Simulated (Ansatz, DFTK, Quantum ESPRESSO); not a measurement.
KI: programs and potentials compared

```
I K
1.0
     0.00000    3.53277    3.53277
     3.53277    0.00000    3.53277
     3.53277    3.53277    0.00000
I K
1 1
Cartesian
  3.5328 3.5328 3.5328
  0.0000 0.0000 0.0000
```

Alike in all runs: task band structure; functional PBE; k mesh 7 × 7 × 7; occupations fermi-dirac, width 0.05 eV; no spin polarisation; no spin-orbit coupling. Pressure is positive in compression and, in plane waves, holds the error of the finite cutoff, which Ansatz's Pulay term estimates and takes out. Gaps are the smaller of the mesh's and the band path's.

| program and potentials | plane-wave cutoff (eV) | notes | band gap (eV) | pressure (GPa) |
| --- | --- | --- | --- | --- |
| Ansatz, Ansatz PAW | 420 | 13 valence electrons an atom on average | 3.97 | 0.59 |
| Ansatz, all-electron LAPW, scalar-relativistic | - | - | 3.97 | 0.59 |
| Quantum ESPRESSO, PseudoDojo 0.4.1 SR PBE standard | 1007 | 8 valence electrons an atom on average | 3.96 | 0.58 |
| DFTK, SPMS 1.0 (PBE) | 816 | 8 valence electrons an atom on average | 3.96 | 0.58 |

The band gap spans 3.96 (DFTK, SPMS 1.0 (PBE)) to 3.97 eV (Ansatz, Ansatz PAW), with all-electron results at 3.97. The pressure spans 0.58 (DFTK, SPMS 1.0 (PBE)) to 0.59 GPa (Ansatz, all-electron LAPW, scalar-relativistic), with all-electron results at 0.59. Spin-orbit coupling, left out here, moves the band edges of heavy atoms.

Differences between rows come from potentials, basis sets and numerical settings, since the functional is the same but for its coding. Runs on potential files found faulty are left out.
